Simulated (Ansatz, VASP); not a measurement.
# BAs (honeycomb BAs, 2 layers, AB stacking): VASP beside Ansatz, part 2 of 2

Wanted: the spread between two codes on one cell, functional and k mesh. Of the first pair: The structure shown is the start of the Ansatz relaxation below; VASP solves that cell, so the two are compared at the walk's first step.

VASP 6.6.1 and Ansatz 0.2.0.

So far: Set-up; Ansatz: relaxation, PBE with D3(BJ); VASP: single point, PBE with D3(BJ), start cell, pair 1.

### 4. Side by side

Known differences besides the potentials themselves: the data sets hold 36 valence electrons in Ansatz (on its default PAW (the set named soft_2) files) and 16 in VASP. Total energies have different zeros and are not compared.

Forces (eV/Å; atoms numbered as in POSCAR):

| atom | Ansatz x, y, z | VASP x, y, z |
| --- | --- | --- |
| As1 | 0.000, 0.000, -0.059 | 0.000, 0.000, -0.059 |
| As2 | 0.000, 0.000, 0.253 | 0.000, 0.000, 0.253 |
| B3 | 0.000, 0.000, -0.189 | 0.000, 0.000, -0.190 |
| B4 | 0.000, 0.000, -0.005 | 0.000, 0.000, -0.004 |

The forces differ by 0.3 meV/Å r.m.s., which is 0.4 % of the r.m.s. force of 0.093 eV/Å (both taken over all components). With vacuum in the cell, a pressure given here is an average over mostly empty space and none of the material.

### 5. Ansatz: relaxation, PBE with D3(BJ)

This run makes the geometry at which the two programs are then compared.

The structure compared here is the end of the Ansatz relaxation.

File input.yaml:

```yaml
crystal:
  lattice:
    - [3.39, 0.0, 0.0]
    - [-1.695, 2.9358261188, 0.0]
    - [0.0, 0.0, 19.3]
  atoms:
    - { symbol: As, position: [0.6666666667, 0.3333333333, 0.414507772] }
    - { symbol: B, position: [0.3333333333, 0.6666666667, 0.414507772] }
    - { symbol: As, position: [0.0, 0.0, 0.585492228] }
    - { symbol: B, position: [0.6666666667, 0.3333333333, 0.585492228] }
kpoints:
  mp_grid: { grid: [12, 12, 1] }
hamiltonian:
  xc: pbe
  dispersion: d3bj
scf:
  occupations: { method: fermi_dirac, width: 0.05 }
  convergence: { dr2_threshold: 1.0e-08 }
efield:
  axis: 3
  dipole_correction: true
  ramp_position: 0.97
  ramp_width: 0.04
relax:
  f_tol: 0.01
  cell: { fix: [c, alpha, beta] }
output:
  write_potential: true
  write_density: true
  volumetric_format: npy
```

On the command line:

```sh
ansatz run input.yaml --threads 4 --pin off --max-ram 8192MiB --backend cpu --events-out ev --progress --plain --runs-dir out
```

Numbers of over 12 decimals in the logs are rounded to 6 here.

Output:

```text
[...]
Crystal: 4 atoms, lattice volume = 192.082 Å³
Basis set: ecut = 420 eV, 3761 PW (Γ), exchange–correlation on 48×48×270 points (8 copies of the dense FFT grid, shifted against one another)
[...]
cell:  # Å, volume = 189.9055 Å³
    - [3.370737, 0.0, 0]
    - [-1.685368, 2.919143, 0]
    - [0, 0, 19.3]
  atoms:
    - { symbol: As, position: [0.666667, 0.333333, 0.407262] }
    - { symbol: B, position: [0.333333, 0.666667, 0.404636] }
    - { symbol: As, position: [2.5613515536156895e-17, -9.251858538489117e-17, 0.595301] }
    - { symbol: B, position: [0.666667, 0.333333, 0.592801] }
[key lines of the parts left out:]
SCF converged after 3 iterations
Free energy (F): -10023.404295 eV
Fermi energy:    -0.099307 eV
Dipole field:    D = -0.005530 V/Å  (p = -0.005804 e·Å, saw-weighted, corrected)
Work function:   Φ+ = 4.6610 eV   Φ− = 4.5543 eV
P = ⅓ Tr σ = 0.0076 GPa (0.076 kbar)
```

### 6. VASP: single point, PBE with D3(BJ), relaxed cell, pair 2

The same cell, functional, mesh and smearing now go to VASP, with its own data sets.

File INCAR:

```
SYSTEM = BAs
PREC = Accurate
ENCUT = 500
EDIFF = 1E-06
NELM = 120
ISMEAR = -1
SIGMA = 0.05
LREAL = .FALSE.
ALGO = Normal
GGA = PE
IVDW = 12
NBANDS = 14
LORBIT = 11
LWAVE = .FALSE.
LCHARG = .FALSE.
ISIF = 2
LDIPOL = .TRUE.
IDIPOL = 3
DIPOL = 0.5 0.5 0.5
LVHAR = .TRUE.
LASPH = .TRUE.
GGA_COMPAT = .FALSE.
EFERMI = MIDGAP
NELMDL = -8
```

File POSCAR:

```
BAs
1.0
    3.3707365142      0.0000000000      0.0000000000
   -1.6853682571      2.9191434507      0.0000000000
    0.0000000000      0.0000000000     19.3000000000
As B
2 2
Direct
    0.6666666667      0.3333333333      0.4072619412
    0.0000000000      1.0000000000      0.5953007501
    0.3333333334      0.6666666666      0.4046361631
    0.6666666667      0.3333333333      0.5928011456
```

File KPOINTS:

```
Automatic mesh
0
Gamma
12 12 1
0 0 0
```

The projector-augmented-wave data sets are As and B (PBE family, release 64).

On the command line:

```sh
mpirun -np 1 vasp_std
```

Output:

```text
[... set-up lines as in an earlier step ...]
 entering main loop
       N       E                     dE             d eps       ncg     rms          rms(c)
DAV:   1     0.901501122394E+02    0.90150E+02   -0.52048E+03   532   0.811E+02
DAV:   2    -0.129444554142E+02   -0.10309E+03   -0.96287E+02   812   0.152E+02
DAV:   3    -0.224113143729E+02   -0.94669E+01   -0.93595E+01   688   0.533E+01
DAV:   4    -0.226202450814E+02   -0.20893E+00   -0.20847E+00   694   0.914E+00
[...]
DAV:  24    -0.212485606743E+02   -0.32460E-05   -0.12261E-07   458   0.164E-03    0.112E-04
DAV:  25    -0.212485622574E+02   -0.15831E-05   -0.88264E-08   500   0.894E-04    0.629E-05
DAV:  26    -0.212485624197E+02   -0.16227E-06   -0.97110E-09   524   0.324E-04
   1 F= -.21999565E+02 E0= -.21999546E+02  d E =-.379679E-04
```

OUTCAR, selected parts (step 6):

```text
 Edisp (eV)   -0.75100

  Total       0.42641     0.42641    -0.03375     0.00000    -0.00000     0.00000
  in kB       3.59754     3.59754    -0.28471     0.00000    -0.00000     0.00000
  external pressure =        2.30 kB  Pullay stress =        0.00 kB

 POSITION                                       TOTAL-FORCE (eV/Angst)
 -----------------------------------------------------------------------------------
      1.68537      0.97305      7.86016        -0.000000      0.000000      0.004722
      0.00000      0.00000     11.48930        -0.000000     -0.000000     -0.001557
      0.00000      1.94610      7.80948         0.000000      0.000000      0.000130
      1.68537      0.97305     11.44106         0.000000     -0.000000     -0.003295
 -----------------------------------------------------------------------------------
    total drift:                               -0.000000      0.000000     -0.000129

  FREE ENERGIE OF THE ION-ELECTRON SYSTEM (eV)
  ---------------------------------------------------
  free  energy   TOTEN  =       -21.9995653721 eV

  energy  without entropy=      -21.9995274042  energy(sigma->0) =      -21.99954639

[... 1 part as in an earlier step ...]

[... 2 further parts left out ...]
[key lines of the parts left out:]
E-fermi :  -1.5358
```

### 7. Side by side

What differs besides the data sets and the points named for the pairs above, as far as they apply: the data sets hold 36 valence electrons in Ansatz (on its default PAW (the set named soft_2) files) and 16 in VASP; the cutoff is 420 eV in Ansatz and 500 eV in VASP; Ansatz's pressure holds a Pulay correction, VASP's none. Total energies have different zeros and are not compared.

Compared:

| quantity | Ansatz | VASP | difference |
| --- | --- | --- | --- |
| pressure (GPa) | 0.01 | 0.23 | -0.22 |
| gap on the k mesh (eV) | 0.651 | 0.642 | +0.008 |

At this near-relaxed geometry the largest component of a force difference is 4 meV/Å. A gap on the mesh is an upper bound, since the band edges may lie between its points. With vacuum in the cell, a pressure given here is an average over mostly empty space and none of the material.

### 8. Results

| Item | Value |
| --- | --- |
| r.m.s. force difference (single point, PBE with D3(BJ), start cell, pair 1) | 0.34 meV/Å |
| difference in gap on the k mesh (single point, PBE with D3(BJ), relaxed cell, pair 2) | 0.0084 eV |

In words: The difference in gap on the k mesh is 0.0084 eV (single point, PBE with D3(BJ), relaxed cell, pair 2), within the 0.08 eV picked in this series as the mark of a large difference. The data sets hold unlike numbers of valence electrons (36 in Ansatz and 16 in VASP), so part of the differences comes from the potentials. How closely two codes agree says nothing of how well the functional describes the real material.

[Lines on the potential files, build, host, timing and source positions are cut from VASP's logs without a mark.]

[Logs are printed without paths, hosts, clocks, repeated set-up lines and the standing remarks that a program may print on its own settings, such as how far it seeks lower states.]

[Hosts, paths, dates, database ids (printed as entryN), source tags and the programs' standing remarks are cut or masked in the printed files.]
